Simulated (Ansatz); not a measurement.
Input and command of a plane-wave DFT calculation in Ansatz:

```yaml
crystal:
  lattice:
    - [2.88781387, 0.0, 0.0]
    - [-1.443906935, 2.5009201728, 0.0]
    - [0.0, 0.0, 4.6279995474]
  atoms:
    - { symbol: Ti, position: [0.3333333333, 0.6666666667, 0.25] }
    - { symbol: Ti, position: [0.6666666667, 0.3333333333, 0.75] }
basis:
  ecutwfc: 420
kpoints:
  mp_grid: { grid: [18, 18, 10] }
hamiltonian:
  xc: pbesol
scf:
  occupations: { method: gaussian, width: 0.1 }
output:
  forces: true
  stress: true
  eigenvalues: true
  write_density: true
  write_potential: true
  elf: true
  volumetric_format: npy
relax:
  adjacent_minimum: "off"
  f_tol: 0.01
  max_steps: 60
  cell: { stress_tol: 0.1 }
```

```bash
ansatz run input.yaml --threads 1 --pin off --max-ram 2560MiB --backend cpu --events-out ev --progress --plain --runs-dir out
```

Processor: AMD EPYC 9R14 (Zen 4), 1 thread, on a host shared with other jobs.

Estimate time, memory and problem size.

About 13 s on 1 thread of AMD EPYC 9R14 (Zen 4), on a shared host, peak memory 0.47 GiB. It solves 16 bands at 222 k points (the mesh reduced by the symmetry that the task leaves, which can be less than the crystal's) with about 627 plane waves (on the last cell), in 25 SCF iterations over 4 ionic steps.
